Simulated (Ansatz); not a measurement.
# Li(100) with 4 layers of random Li-Ta, 2x2: scattering by chemical disorder

Aim: the residual resistivity of a random alloy, from Li(100) with 4 layers of random Li-Ta, 2x2 and longer regions.

Calculated with Ansatz 0.2.0; Ansatz plane-wave DFT, PBE, PAW files; ballistic transport by layer matching (Landauer), zero bias; PAW set soft_1.

## Step 1: The structure

The cell holds 56 atoms: 44 Li and 12 Ta. Cell: a = 7.020 Å, b = 7.020 Å, c = 24.570 Å, α = 90.0°, β = 90.0°, γ = 90.0°. It derives from Li. Regions: lead, 40 atoms (40 Li); scattering region, 16 atoms (12 Ta and 4 Li). The structure is stacked along c, and the current runs across the ab planes.

## Step 2: With 4 alloy layers

In 4 layers a share of 0.75 of the sites is given to Ta at random. The layers about the cell's end stay perfect and serve as the lead. Energies from -0.05 to 0.05 eV in steps of 0.05 eV are too few for the program's thermal sum, so it prints no conductance; for a metal the transmission near the Fermi level serves, at a fraction of the cost.

input.yaml

```yaml
crystal:
  lattice:
    - [7.02, 0.0, 0.0]
    - [0.0, 7.02, 0.0]
    - [0.0, 0.0, 24.57]
  atoms:
    - { symbol: Li, position: [0.0, 0.0, 0.0357142857] }
    - { symbol: Li, position: [0.0, 0.5, 0.0357142857] }
    - { symbol: Li, position: [0.5, 0.0, 0.0357142857] }
    - { symbol: Li, position: [0.5, 0.5, 0.0357142857] }
    - { symbol: Li, position: [0.25, 0.25, 0.1071428571] }
    - { symbol: Li, position: [0.25, 0.75, 0.1071428571] }
    - { symbol: Li, position: [0.75, 0.25, 0.1071428571] }
    - { symbol: Li, position: [0.75, 0.75, 0.1071428571] }
    - { symbol: Li, position: [0.0, 0.0, 0.1785714286] }
    - { symbol: Li, position: [0.0, 0.5, 0.1785714286] }
    - { symbol: Li, position: [0.5, 0.0, 0.1785714286] }
    - { symbol: Li, position: [0.5, 0.5, 0.1785714286] }
    - { symbol: Li, position: [0.25, 0.25, 0.25] }
    - { symbol: Li, position: [0.25, 0.75, 0.25] }
    - { symbol: Li, position: [0.75, 0.25, 0.25] }
    - { symbol: Li, position: [0.75, 0.75, 0.25] }
    - { symbol: Li, position: [0.0, 0.0, 0.3214285714] }
    - { symbol: Li, position: [0.0, 0.5, 0.3214285714] }
    - { symbol: Li, position: [0.5, 0.0, 0.3214285714] }
    - { symbol: Li, position: [0.5, 0.5, 0.3214285714] }
    - { symbol: Ta, position: [0.25, 0.25, 0.3928571429] }
    - { symbol: Li, position: [0.25, 0.75, 0.3928571429] }
    - { symbol: Ta, position: [0.75, 0.25, 0.3928571429] }
    - { symbol: Ta, position: [0.75, 0.75, 0.3928571429] }
    - { symbol: Ta, position: [0.0, 0.0, 0.4642857143] }
    - { symbol: Li, position: [0.0, 0.5, 0.4642857143] }
    - { symbol: Ta, position: [0.5, 0.0, 0.4642857143] }
    - { symbol: Ta, position: [0.5, 0.5, 0.4642857143] }
    - { symbol: Ta, position: [0.25, 0.25, 0.5357142857] }
    - { symbol: Ta, position: [0.25, 0.75, 0.5357142857] }
    - { symbol: Li, position: [0.75, 0.25, 0.5357142857] }
    - { symbol: Ta, position: [0.75, 0.75, 0.5357142857] }
    - { symbol: Ta, position: [0.0, 0.0, 0.6071428571] }
    - { symbol: Ta, position: [0.0, 0.5, 0.6071428571] }
    - { symbol: Li, position: [0.5, 0.0, 0.6071428571] }
    - { symbol: Ta, position: [0.5, 0.5, 0.6071428571] }
    - { symbol: Li, position: [0.25, 0.25, 0.6785714286] }
    - { symbol: Li, position: [0.25, 0.75, 0.6785714286] }
    - { symbol: Li, position: [0.75, 0.25, 0.6785714286] }
    - { symbol: Li, position: [0.75, 0.75, 0.6785714286] }
    - { symbol: Li, position: [0.0, 0.0, 0.75] }
    - { symbol: Li, position: [0.0, 0.5, 0.75] }
    - { symbol: Li, position: [0.5, 0.0, 0.75] }
    - { symbol: Li, position: [0.5, 0.5, 0.75] }
    - { symbol: Li, position: [0.25, 0.25, 0.8214285714] }
    - { symbol: Li, position: [0.25, 0.75, 0.8214285714] }
    - { symbol: Li, position: [0.75, 0.25, 0.8214285714] }
    - { symbol: Li, position: [0.75, 0.75, 0.8214285714] }
    - { symbol: Li, position: [0.0, 0.0, 0.8928571429] }
    - { symbol: Li, position: [0.0, 0.5, 0.8928571429] }
    - { symbol: Li, position: [0.5, 0.0, 0.8928571429] }
    - { symbol: Li, position: [0.5, 0.5, 0.8928571429] }
    - { symbol: Li, position: [0.25, 0.25, 0.9642857143] }
    - { symbol: Li, position: [0.25, 0.75, 0.9642857143] }
    - { symbol: Li, position: [0.75, 0.25, 0.9642857143] }
    - { symbol: Li, position: [0.75, 0.75, 0.9642857143] }
kpoints:
  mp_grid: { grid: [3, 3, 1] }
hamiltonian:
  xc: pbe
  pseudopotentials: { kind: paw, azcp: { folder: soft_1 } }
scf:
  occupations: { method: fermi_dirac, width: 0.1 }
output:
  transmission: { leads: [[0, 4]], kmesh: [6, 6], e_range: [-0.05, 0.05], de: 0.05 }
  write_potential: true
  write_density: true
  volumetric_format: npy
```

Launch:

```console
$ ansatz run input.yaml --threads 4 --pin off --max-ram 15360MiB --backend cpu --events-out ev --progress --plain --runs-dir out
```

Numbers of over 12 decimals in the logs are rounded to 6 here.

What it wrote:

```text
Engine: ansatz 0.2.0, aarch64-unknown-linux-gnu
Pseudopotentials: kind: paw
Pseudopotential: Li, paw, valence charge 3, recommended cutoff 420 eV (normal), soft_1/Li.paw.azcp
Pseudopotential: Ta, paw, valence charge 13, recommended cutoff 420 eV (normal), soft_1/Ta.paw.azcp
Functional definition: PBE
  parameter kappa = 0.804
  parameter beta = 0.066725
  exchange = pbe_x(kappa = kappa, mu = beta*pi^2/3)
  correlation = pbe_c(beta = beta)
Crystal: 56 atoms, lattice volume = 1210.819 Å³
Basis set: ecut = 420 eV, 23719 PW (Γ)
Bands: 200, of which v1, the nominal top of the filled ones, is band 144 counted from 1 (143 counted from 0)
Symmetry: 4 space group operations
Space group: C2/m (ITA 12), of the structure as read, at distance tolerance 1.1e-4 Å
k-points: 4 of 9
Non-local potential: Li, projectors of the file, l = 0: 3, l = 1: 2, l = 2: 1
Non-local potential: Ta, projectors of the file, l = 0: 3, l = 1: 2, l = 2: 2, l = 3: 1
PAW form: soft (Blöchl's): semilocal exchange-correlation on the pseudo side does not see the compensation charge
PAW one-centre angular grid: Li, 110 points (default); XC on 96 Gauss nodes
PAW one-centre angular grid: Ta, 590 points (default); XC on 64 Gauss nodes
Initial density: superposition of atomic densities (chi_scale 0.1, normalization cell, long waves of neutral atoms (reshape's long-wave potential 6.25 eV rms, cloud 2.98 Å wide))
Initial wavefunctions: pseudopotential atomic-orbital guess
Functional: x = pbe(κ = 0.804, μ = 0.219515), c = pbe(β = 0.066725)
SCF iter   1: F=—  HF=-128199.132844 eV  |F-HF|=—  |Δ(HF+E_count)|=         —  Δρ=3.67e-2  dr2=1.60e2  ethr=3.10e-3  ⟨swp⟩=11.5  Hψ=4183  notcnv=0  defer=6
preconditioner: auto → Kerker (q_TF=auto, 2.148 Å⁻¹)  [metal: Δε(μ)=0.014 eV  Ē_g=3.396 eV  σ=0.100 eV  W_gap=0.04  n_scr=220 (ndim 8)  ℏωp=10.9 eV  f_vac=0.000  D(μ)=43.87/eV (n_scr^D=340)]
SCF iter   2: F=—  HF=-128192.256401 eV  |F-HF|=—  |Δ(HF+E_count)|=    6.88e0  Δρ=2.03e-2  dr2=1.94e1  ethr=3.10e-3  ⟨swp⟩=3.0  Hψ=1310  notcnv=0  defer=23
SCF iter   3: F=—  HF=-128190.039812 eV  |F-HF|=—  |Δ(HF+E_count)|=    2.22e0  Δρ=4.59e-3  dr2=1.77e0  ethr=3.10e-3  ⟨swp⟩=3.5  Hψ=1627  notcnv=0  defer=27
SCF iter   4: F=—  HF=-128189.962297 eV  |F-HF|=—  |Δ(HF+E_count)|=   7.75e-2  Δρ=1.29e-3  dr2=8.60e-2  ethr=6.15e-4  ⟨swp⟩=2.5  Hψ=873  notcnv=0  defer=26
SCF iter   5: F=—  HF=-128189.961247 eV  |F-HF|=—  |Δ(HF+E_count)|=   1.05e-3  Δρ=3.39e-4  dr2=5.32e-3  ethr=2.99e-5  ⟨swp⟩=2.0  Hψ=941  notcnv=0  defer=26
SCF iter   6: F=—  HF=-128189.961095 eV  |F-HF|=—  |Δ(HF+E_count)|=   1.52e-4  Δρ=1.02e-4  dr2=6.12e-4  ethr=1.85e-6  ⟨swp⟩=2.0  Hψ=983  notcnv=0  defer=26
SCF iter   7: F=—  HF=-128189.961046 eV  |F-HF|=—  |Δ(HF+E_count)|=   4.83e-5  Δρ=2.85e-5  dr2=2.67e-5  ethr=2.12e-7  ⟨swp⟩=2.0  Hψ=1035  notcnv=0  defer=26
SCF iter   8: F=—  HF=-128189.961488 eV  |F-HF|=—  |Δ(HF+E_count)|=   4.42e-4  Δρ=7.35e-6  dr2=3.41e-6  ethr=9.27e-9  ⟨swp⟩=2.0  Hψ=843  notcnv=0  defer=26
SCF iter   9: F=—  HF=-128189.961488 eV  |F-HF|=—  |Δ(HF+E_count)|=   1.48e-7  Δρ=2.40e-6  dr2=1.99e-7  ethr=1.18e-9  ⟨swp⟩=2.0  Hψ=905  notcnv=0  defer=26
SCF iter  10: F=-128189.961488 eV  HF=-128189.961488 eV  |F-HF|=1.07e-8  |Δ(HF+E_count)|=   2.16e-8  Δρ=5.43e-7  dr2=1.43e-8  ethr=3.47e-11  ⟨swp⟩=11.2  Hψ=2702  notcnv=0
SCF 1 converged in 10 iterations: F = -128189.961488 eV  dr2 = 1.43e-8
  greatest PAW one-centre occupation: 1.000 electrons in one spin orbital (limit 2), on the Li atom at site 38 (counted from 0), in its partial waves of l = 0
transmission: 54 of 468 steps passed
transmission: 99 of 468 steps passed
[...]
transmission: 468 of 468 steps passed
SCF converged after 10 iterations
Free energy (F): -128189.961488 eV
Harris-Foulkes:  -128189.961488 eV  (|F-HF|=1.07e-8)
Internal energy: -128188.653671 eV  (E = F + TS)
E sigma→0 (E₀):  -128189.307579 eV
Entropy (-TS):   -1.307817 eV (-23.354 meV/atom)
Fermi energy:    3.769999 eV
--- Per-component energies (eV) ---
  E_band       = -7267.293980
  E_kinetic    = 5309.056079
  E_local      = -72277.834648  (includes V_loc(G=0)·N_el)
  E_nonlocal   = -1007.379990
  E_hartree    = 32954.456691
  E_xc         = -4169.350148
  E_vxc        = -3207.437565  (∫ρ·V_xc dr)
  E_paw        = -100706.159188  (= ΣΔE_a)
  E_vpaw       = -1992.656219  (= ΣTr[D̂ρ^β])
  E_aug_tail   = 0.012346  (compensation charges beyond the density's cutoff)
  E_ewald      = 11708.545187
  E_smearing   = -1.307817  (= −TS)
  E_closure    = -0.000000  (closes the sum)
  Σ components = -128189.961488   (vs F -128189.961488, Δ=0.00e0)
--- Band table (eV) ---
  k-point 0: bands = [... 140 lower, 3.8258, 3.8799, 3.8901, 3.9344, 3.9647, 3.9722, 3.9754, 4.0191, ... 52 higher]
  k-point 1: bands = [... 140 lower, 3.6479, 3.6564, 3.6866, 3.6939, 3.7802, 3.8572, 3.9344, 3.9418, ... 52 higher]
  k-point 2: bands = [... 140 lower, 3.4885, 3.5486, 3.6775, 3.7265, 3.7766, 3.8284, 3.8642, 3.9343, ... 52 higher]
  k-point 3: bands = [... 140 lower, 3.4563, 3.5770, 3.5909, 3.6906, 3.7405, 3.7841, 3.8145, 3.9092, ... 52 higher]
--- Transmission ---
  basis      : 437 plane waves across, 36 finite elements along
  points     : 13, standing for a mesh of 6 x 6
  energies   : 3 from -0.050000 to 0.050000 eV about the Fermi level, 0.050000 eV apart; the leads are filled to 0.000000 eV, and channels, transmission and decay are at 0.000000 eV
  crystal 0  : Li4, at the sites [0, 4], period 1.7550 Å, over 17.55 Å; its Hamiltonian steps by up to 14.6 meV
    offset         : up to 0.0000 Å between an atom of the period and one for which it stands
    channels       : 4.916667e0 a spin
    conductance    : none, the energies end too early or step too widely for 300 K: set another output.transmission.e_range or a lower de, or, where they end at an eighth of basis.ecutwfc, a higher one
  junction   : crystal 0 to crystal 0, 0.70 to 23.51 Å
    transmission   : 2.107593e0 a spin
    conductance    : none, the energies end too early or step too widely for 300 K: set another output.transmission.e_range or a lower de, or, where they end at an eighth of basis.ecutwfc, a higher one
```

Run time: 6.2 min. Hardware: 4 threads of Arm Neoverse V2, shared host; peak memory 4.5 GiB.

The column dr2 measures how far the density is from self-consistency, as an energy; F and HF (Harris–Foulkes) agree once it is small.

This step gave:

```yaml
free_energy: -128189.9615 eV
energy_at_zero_smearing: -128189.3076 eV
fermi_energy: 3.770 eV
cell_area: 49.28 Å²
transmission_per_spin_nearest_the_fermi_level: 2.108
open_channels_per_spin_nearest_the_fermi_level: 4.917
step_of_the_lead_s_potential: 14.6 meV
```

Per spin. Table of transmission, zone mean by energy, zero at the Fermi level:

```tsv
energy (eV)	transmission, zone mean
-0.0500	2.14
0.0000	2.11
0.0500	2.06
```

Per spin. Table of open channels, zone mean, lead by energy, zero at the Fermi level:

```tsv
energy (eV)	open channels, zone mean, lead
-0.0500	4.69
0.0000	4.92
0.0500	4.92
```

Transmission over k1 and k2. At 0.0000 eV from the Fermi level.

Ten even steps from '0' (0.94) to '9' (3.59):
```
435624
057392
563436
029375
442653
440504
```
Columns: k1 (b1) from -0.5 to 0.333; rows upwards: k2 (b2) from -0.5 to 0.333.

Open channels over k1 and k2. At 0.0000 eV from the Fermi level.

Ten even steps from '_' (4.00) to '@' (6.00):
```
____++@@++__
__++@@++@@++
@@@@++++++@@
__++@@++@@++
____++@@++__
______@@____
```
Columns: k1 (b1) from -0.5 to 0.333; rows upwards: k2 (b2) from -0.5 to 0.333.

Over the solved energies the transmission per spin lies between 2.06 and 2.14, out of 4.84 channels of the lead on average (up to 4.92).

## Step 3: With 8 alloy layers

In 8 layers a share of 0.75 of the sites is given to Ta at random. A fresh draw is used; the growth of the resistance with length is what counts.

System of this step: Li(100) with 8 layers of random Li-Ta, 2x2. The cell holds 72 atoms: 48 Li and 24 Ta. Its edges and angles: a = 7.020 Å, b = 7.020 Å, c = 31.590 Å, α = 90.0°, β = 90.0°, γ = 90.0°. It derives from Li. Regions: lead, 40 atoms (40 Li); scattering region, 32 atoms (8 Li and 24 Ta). The structure is stacked along c, and the current runs across the ab planes.

input.yaml

```yaml
crystal:
  lattice:
    - [7.02, 0.0, 0.0]
    - [0.0, 7.02, 0.0]
    - [0.0, 0.0, 31.59]
  atoms:
    - { symbol: Li, position: [0.0, 0.0, 0.0277777778] }
    - { symbol: Li, position: [0.0, 0.5, 0.0277777778] }
    - { symbol: Li, position: [0.5, 0.0, 0.0277777778] }
    - { symbol: Li, position: [0.5, 0.5, 0.0277777778] }
    - { symbol: Li, position: [0.25, 0.25, 0.0833333333] }
    - { symbol: Li, position: [0.25, 0.75, 0.0833333333] }
    - { symbol: Li, position: [0.75, 0.25, 0.0833333333] }
    - { symbol: Li, position: [0.75, 0.75, 0.0833333333] }
    - { symbol: Li, position: [0.0, 0.0, 0.1388888889] }
    - { symbol: Li, position: [0.0, 0.5, 0.1388888889] }
    - { symbol: Li, position: [0.5, 0.0, 0.1388888889] }
    - { symbol: Li, position: [0.5, 0.5, 0.1388888889] }
    - { symbol: Li, position: [0.25, 0.25, 0.1944444444] }
    - { symbol: Li, position: [0.25, 0.75, 0.1944444444] }
    - { symbol: Li, position: [0.75, 0.25, 0.1944444444] }
    - { symbol: Li, position: [0.75, 0.75, 0.1944444444] }
    - { symbol: Li, position: [0.0, 0.0, 0.25] }
    - { symbol: Li, position: [0.0, 0.5, 0.25] }
    - { symbol: Li, position: [0.5, 0.0, 0.25] }
    - { symbol: Li, position: [0.5, 0.5, 0.25] }
    - { symbol: Li, position: [0.25, 0.25, 0.3055555556] }
    - { symbol: Ta, position: [0.25, 0.75, 0.3055555556] }
    - { symbol: Ta, position: [0.75, 0.25, 0.3055555556] }
    - { symbol: Ta, position: [0.75, 0.75, 0.3055555556] }
    - { symbol: Ta, position: [0.0, 0.0, 0.3611111111] }
    - { symbol: Ta, position: [0.0, 0.5, 0.3611111111] }
    - { symbol: Ta, position: [0.5, 0.0, 0.3611111111] }
    - { symbol: Li, position: [0.5, 0.5, 0.3611111111] }
    - { symbol: Ta, position: [0.25, 0.25, 0.4166666667] }
    - { symbol: Ta, position: [0.25, 0.75, 0.4166666667] }
    - { symbol: Ta, position: [0.75, 0.25, 0.4166666667] }
    - { symbol: Li, position: [0.75, 0.75, 0.4166666667] }
    - { symbol: Ta, position: [0.0, 0.0, 0.4722222222] }
    - { symbol: Ta, position: [0.0, 0.5, 0.4722222222] }
    - { symbol: Li, position: [0.5, 0.0, 0.4722222222] }
    - { symbol: Ta, position: [0.5, 0.5, 0.4722222222] }
    - { symbol: Ta, position: [0.25, 0.25, 0.5277777778] }
    - { symbol: Ta, position: [0.25, 0.75, 0.5277777778] }
    - { symbol: Ta, position: [0.75, 0.25, 0.5277777778] }
    - { symbol: Ta, position: [0.75, 0.75, 0.5277777778] }
    - { symbol: Li, position: [0.0, 0.0, 0.5833333333] }
    - { symbol: Ta, position: [0.0, 0.5, 0.5833333333] }
    - { symbol: Li, position: [0.5, 0.0, 0.5833333333] }
    - { symbol: Ta, position: [0.5, 0.5, 0.5833333333] }
    - { symbol: Ta, position: [0.25, 0.25, 0.6388888889] }
    - { symbol: Ta, position: [0.25, 0.75, 0.6388888889] }
    - { symbol: Ta, position: [0.75, 0.25, 0.6388888889] }
    - { symbol: Ta, position: [0.75, 0.75, 0.6388888889] }
    - { symbol: Ta, position: [0.0, 0.0, 0.6944444444] }
    - { symbol: Ta, position: [0.0, 0.5, 0.6944444444] }
    - { symbol: Li, position: [0.5, 0.0, 0.6944444444] }
    - { symbol: Li, position: [0.5, 0.5, 0.6944444444] }
    - { symbol: Li, position: [0.25, 0.25, 0.75] }
    - { symbol: Li, position: [0.25, 0.75, 0.75] }
    - { symbol: Li, position: [0.75, 0.25, 0.75] }
    - { symbol: Li, position: [0.75, 0.75, 0.75] }
    - { symbol: Li, position: [0.0, 0.0, 0.8055555556] }
    - { symbol: Li, position: [0.0, 0.5, 0.8055555556] }
    - { symbol: Li, position: [0.5, 0.0, 0.8055555556] }
    - { symbol: Li, position: [0.5, 0.5, 0.8055555556] }
    - { symbol: Li, position: [0.25, 0.25, 0.8611111111] }
    - { symbol: Li, position: [0.25, 0.75, 0.8611111111] }
    - { symbol: Li, position: [0.75, 0.25, 0.8611111111] }
    - { symbol: Li, position: [0.75, 0.75, 0.8611111111] }
    - { symbol: Li, position: [0.0, 0.0, 0.9166666667] }
    - { symbol: Li, position: [0.0, 0.5, 0.9166666667] }
    - { symbol: Li, position: [0.5, 0.0, 0.9166666667] }
    - { symbol: Li, position: [0.5, 0.5, 0.9166666667] }
    - { symbol: Li, position: [0.25, 0.25, 0.9722222222] }
    - { symbol: Li, position: [0.25, 0.75, 0.9722222222] }
    - { symbol: Li, position: [0.75, 0.25, 0.9722222222] }
    - { symbol: Li, position: [0.75, 0.75, 0.9722222222] }
kpoints:
  mp_grid: { grid: [3, 3, 1] }
hamiltonian:
  xc: pbe
  pseudopotentials: { kind: paw, azcp: { folder: soft_1 } }
scf:
  occupations: { method: fermi_dirac, width: 0.1 }
output:
  transmission: { leads: [[0, 4]], kmesh: [6, 6], e_range: [-0.05, 0.05], de: 0.05 }
  write_potential: true
  write_density: true
  volumetric_format: npy
```

What it wrote:

```text
[...]
Crystal: 72 atoms, lattice volume = 1556.768 Å³
Basis set: ecut = 420 eV, 30501 PW (Γ)
Bands: 300, of which v1, the nominal top of the filled ones, is band 228 counted from 1 (227 counted from 0)
Symmetry: 1 space group operations
[...]
k-points: 5 of 9 (time reversal used)
[...]
SCF iter   1: F=—  HF=-248209.177070 eV  |F-HF|=—  |Δ(HF+E_count)|=         —  Δρ=3.51e-2  dr2=5.14e1  ethr=3.10e-3  ⟨swp⟩=14.4  Hψ=8420  notcnv=0  defer=3
[...]
SCF iter  11: F=-248198.785594 eV  HF=-248198.785594 eV  |F-HF|=1.22e-8  |Δ(HF+E_count)|=   1.64e-8  Δρ=5.89e-7  dr2=1.61e-8  ethr=2.19e-11  ⟨swp⟩=2.0  Hψ=2528  notcnv=0
SCF 1 converged in 11 iterations: F = -248198.785594 eV  dr2 = 1.61e-8
[...]
transmission: 96 of 960 steps passed
transmission: 192 of 960 steps passed
[...]
transmission: 960 of 960 steps passed
SCF converged after 11 iterations
Free energy (F): -248198.785594 eV
[...]
Internal energy: -248196.676522 eV  (E = F + TS)
E sigma→0 (E₀):  -248197.731058 eV
Entropy (-TS):   -2.109072 eV (-29.293 meV/atom)
Fermi energy:    5.468029 eV
[...]
--- Band table (eV; the first three rows and the last of 5) ---
  k-point 0: bands = [... 224 lower, 5.5813, 5.6134, 5.6406, 5.6559, 5.6587, 5.7288, 5.7445, 5.7696, ... 68 higher]
  k-point 1: bands = [... 224 lower, 5.3755, 5.3930, 5.4368, 5.4622, 5.5017, 5.5293, 5.5522, 5.5742, ... 68 higher]
  k-point 2: bands = [... 224 lower, 5.3793, 5.4264, 5.4520, 5.4745, 5.4885, 5.5244, 5.5536, 5.5920, ... 68 higher]
  k-point 4: bands = [... 224 lower, 5.2606, 5.2818, 5.3235, 5.3765, 5.3862, 5.4335, 5.4546, 5.4714, ... 68 higher]
--- Transmission ---
  basis      : 437 plane waves across, 48 finite elements along
  points     : 20, standing for a mesh of 6 x 6
[...]
channels       : 4.916667e0 a spin
[...]
junction   : crystal 0 to crystal 0, 0.70 to 30.53 Å
    transmission   : 1.604533e0 a spin
[...]
```

It took 11 min on 4 threads; peak memory 8 GiB.

Numbers from this step:

```yaml
free_energy: -248198.7856 eV
energy_at_zero_smearing: -248197.7311 eV
fermi_energy: 5.468 eV
transmission_per_spin_nearest_the_fermi_level: 1.605
step_of_the_lead_s_potential: 19.3 meV
```

Per spin. The transmission, zone mean by energy, zero at the Fermi level:

```tsv
energy (eV)	transmission, zone mean
-0.0500	1.60
0.0000	1.60
0.0500	1.58
```

Over the solved energies the transmission per spin lies between 1.58 and 1.60, out of 4.84 channels of the lead on average (up to 4.92).

[end of part 1 of 2]

[Logs are printed without paths, hosts, clocks, repeated set-up lines and the standing remarks that a program may print on its own settings, such as how far it seeks lower states.]

[Hosts, paths, dates, database ids (printed as entryN), source tags and the programs' standing remarks are cut or masked in the printed files.]
